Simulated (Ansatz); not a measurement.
# Li2Se: properties at the relaxed cell

One table from this session's results is given with a row withheld; the runs are named, their logs left out.

Method: DFT PBE, scalar-relativistic, plane waves, PAW, in Ansatz 0.2.0.

1 further run of the same task is left out (set aside as unsound or not needed).

## The structure to begin with

It takes space group Fm-3m (No. 225, cubic). The conventional cell has a = 6.005 Å, b = 6.005 Å, c = 6.005 Å, α = 90.00°, β = 90.00°, γ = 90.00°. Li (site symmetry -43m) is surrounded by 4 Se at 2.60 Å. Around Se (site symmetry m-3m) lie 8 Li at 2.60 Å.

As a file:

```xyz
3
Lattice="0.0000 3.0025 3.0025 3.0025 0.0000 3.0025 3.0025 3.0025 0.0000" Properties=species:S:1:pos:R:3 pbc="T T T"
Li    1.5012    1.5012    1.5012
Li    4.5038    4.5038    4.5038
Se    0.0000    0.0000    0.0000
```

It is the result of an earlier relaxation at this level (volume 18.05 Å³/atom; gap on the mesh: 2.98 eV).

The first run:

Input file input.yaml:

```yaml
crystal:
  lattice:
    - [0.0, 3.0025, 3.0025]
    - [3.0025, 0.0, 3.0025]
    - [3.0025, 3.0025, 0.0]
  atoms:
    - { symbol: Li, position: [0.25, 0.25, 0.25] }
    - { symbol: Li, position: [0.75, 0.75, 0.75] }
    - { symbol: Se, position: [0.0, 0.0, 0.0] }
basis:
  ecutwfc: 420
kpoints:
  mp_grid: { grid: [8, 8, 8] }
  band_path:
    path:
      - [[0.0, 0.0, 0.0], [0.5, 0.0, 0.5], [0.625, 0.25, 0.625]]
      - [[0.375, 0.375, 0.75], [0.0, 0.0, 0.0], [0.5, 0.5, 0.5], [0.5, 0.25, 0.75], [0.5, 0.0, 0.5]]
    npoints: 14
hamiltonian:
  xc: pbe
scf:
  occupations: { method: gaussian, width: 0.02 }
  n_extra_bands: 7
output:
  forces: true
  stress: true
  eigenvalues: true
  populations: true
  dos: { projected: true, de: 0.02, nscf_kmesh: { grid: [12, 12, 12] } }
  bader: true
```

On the command line:

```sh
$ ansatz run input.yaml --threads 1 --pin off --max-ram 2560MiB --backend cpu --events-out ev --progress --plain --runs-dir out
```

Among the steps run: Electronic structure at the relaxed geometry; Band edges anywhere in the zone; Levels beside the edges; Back to the database's cell; The cell scaled to 0.97 of its volume; The cell scaled to 1.03 of its volume; The cell scaled to 0.94 of its volume; Point at V/V0 = 1.06; The cell scaled to 0.91 of its volume; The cell scaled to 1.10 of its volume; The cell scaled to 0.88 of its volume.

One table of the session follows, with a row left open; its other results are not shown here.

It belongs to the step «Fit of the equation of state». 

| volume (Å³/atom) | energy above the lowest point (meV/atom) | pressure (GPa) | gap on the mesh (eV) |
| --- | --- | --- | --- |
| 15.880 | 34.0 | 5.56 | 2.86 |
| 16.421 | 18.2 | 3.85 | 2.89 |
| 16.962 | 7.7 | 2.38 | 2.93 |
| 17.504 | 1.9 | 1.11 | 2.96 |
| 18.045 | 0.0 | 0.02 | 2.98 |
| 18.586 | ? | ? | ? |
| 19.128 | 6.1 | -1.74 | 3.02 |
| 19.850 | 16.0 | -2.65 | 3.00 |

Q: Estimate the row for volume (Å³/atom) = 18.586 from the others.

Worked estimate for «energy above the lowest point (meV/atom)». A straight line through the neighbours (18.045, 0.0) and (19.128, 6.1) gives 0.0 + (6.1 − 0.0) × (18.586 − 18.045) / (19.128 − 18.045) = 3.0; a parabola fitted to 4 rows on both sides gives 1.6.

As computed: energy above the lowest point (meV/atom): 1.6; pressure (GPa): -0.92; gap on the mesh (eV): 3.00. In «energy above the lowest point (meV/atom)» the line misses by +1.4 and the parabola by 0.0.

To keep in mind: Absorption along x passes 10⁴ cm⁻¹ at 3.4 eV, beside a least direct gap of 3.38 eV on the SCF mesh; the indirect gap of 2.98 eV gives no absorption without phonons.
